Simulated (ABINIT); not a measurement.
The system is Si2W.

```xyz
3
Lattice="-1.6069 1.6069 3.9150 1.6069 -1.6069 3.9150 1.6069 1.6069 -3.9150" Properties=species:S:1:pos:R:3 pbc="T T T"
W     0.0000    0.0000    0.0000
Si    0.0000    0.0000    5.2092
Si    0.0000    0.0000    2.6207
```

Base run:

* Program: ABINIT 10.8.3 (patched build)
* Functional: PBEsol
* Potentials or basis: JTH PAW PBE v2.0
* Cutoff: 435 eV
* k mesh: 12 × 12 × 12
* Occupations: fermi-dirac, width 0.05 eV
* Spin: no spin polarisation

Its results: band gap on the k mesh none (metal or under the smearing width); pressure -2.1 GPa; largest force 0.028 eV/Å.

Q: The run is repeated on the same cell with these changes: functional from PBEsol to PBE. What comes out?

A: Band gap on the k mesh none (metal or under the smearing width); pressure 3.0 GPa; largest force 0.079 eV/Å.

PBE binds less tightly than PBEsol, so the same cell stands under more pressure.

Caveats: spin-orbit coupling is left out, which moves the levels of the heavy elements; the PAW data sets were made with another functional, which shifts forces and pressure a little (some runs).
